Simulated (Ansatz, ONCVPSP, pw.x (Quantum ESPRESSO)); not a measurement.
What a changed setting does to a pw.x run (bcc H)

Potential: optimised norm-conserving Vanderbilt (ONCV), ONCVPSP 4.0.1.1 (patched build), PBE; core none, reference 1s1; waves: 1s: rc 1.20 bohr, ncon 3, nbas 7, qcut 5.6 1/bohr, 1 projector; p scattering state at 0.23 Ha: rc 0.90 bohr, ncon 3, nbas 7, qcut 11.1 1/bohr, 2 projectors, debl 3 Ha; local part: polynomial inside 0.75 bohr (lpopt 5, dvloc0 6 Ha); core correction: none.

The reference run (k-mesh 18³, cutoffs 55/220 Ry, Fermi–Dirac 0.01 Ry, mixing_beta 0.4, conv_thr 1e-9, no spin) gives -2.77 GPa at 3.033 Å³/atom, where all-electron LAPW gives -2.27 GPa. This run, with its own iteration cap, changes k-mesh points per axis to 2.

```
&control
  calculation='scf', prefix='x', pseudo_dir='./', outdir='./tmp', tstress=.true., disk_io='none'
/
&system
  ibrav=0, nat=1, ntyp=1, ecutwfc=55, ecutrho=220, nbnd=7,
  occupations='smearing', smearing='fd', degauss=0.01
/
&electrons
  conv_thr=1e-09, mixing_beta=0.4, electron_maxstep=60
/
ATOMIC_SPECIES
H 1.0 H.UPF
CELL_PARAMETERS angstrom
  -0.91187954 0.91187954 0.91187954
  0.91187954 -0.91187954 0.91187954
  0.91187954 0.91187954 -0.91187954
ATOMIC_POSITIONS crystal
H 0.0000 0.0000 0.0000
K_POINTS automatic
2 2 2 0 0 0
```

```bash
pw.x < H.scf.in > H.scf.out
```

Problem. How does the run end?

Solution. It converges in 6 iterations; the free energy moves by +3.68 eV/atom and the pressure by +195.07 GPa.

```
Message from routine setup:
     using ibrav=0 with symmetry is DISCOURAGED, use correct ibrav instead
     lattice parameter (alat)  =       2.9847  a.u.
     unit-cell volume          =      20.4677 (a.u.)^3
     number of electrons       =         1.00
     number of Kohn-Sham states=            7
     kinetic-energy cutoff     =      55.0000  Ry
     charge density cutoff     =     220.0000  Ry
     scf convergence threshold =      1.0E-09
     Exchange-correlation= PBE
     number of k points=     3  Fermi-Dirac smearing, width (Ry)=  0.0100
     iteration #  1     ecut=    55.00 Ry     beta= 0.40
     total energy              =      -0.80218988 Ry
     estimated scf accuracy    <       0.00705693 Ry
     iteration #  2     ecut=    55.00 Ry     beta= 0.40
     total energy              =      -0.80335578 Ry
     estimated scf accuracy    <       0.00268704 Ry
     iteration #  3     ecut=    55.00 Ry     beta= 0.40
     total energy              =      -0.80343082 Ry
     estimated scf accuracy    <       0.00000012 Ry
     iteration #  4     ecut=    55.00 Ry     beta= 0.40
     total energy              =      -0.80343140 Ry
     estimated scf accuracy    <       0.00000010 Ry
     iteration #  5     ecut=    55.00 Ry     beta= 0.40
     total energy              =      -0.80343145 Ry
     estimated scf accuracy    <          5.7E-09 Ry
     iteration #  6     ecut=    55.00 Ry     beta= 0.40
     the Fermi energy is     5.9567 ev
!    total energy              =      -0.80343146 Ry
     estimated scf accuracy    <          3.0E-10 Ry
     smearing contrib. (-TS)   =      -0.01039721 Ry
     The total energy is F=E-TS. E is the sum of the following terms:
     one-electron contribution =       0.91896758 Ry
     hartree contribution      =       0.04817303 Ry
     xc contribution           =      -0.70422430 Ry
     ewald contribution        =      -1.05595055 Ry
     convergence has been achieved in   6 iterations
          total   stress  (Ry/bohr**3)                   (kbar)     P=     1923.03
     Message from routine punch:
     Nothing written, as per user request (disk_io='none')
```

The run took about 0.8 s on one core of a shared host (Intel(R) Xeon(R) Platinum 8259CL CPU @ 2.50GHz, 96 threads, 755 GiB, load 28).
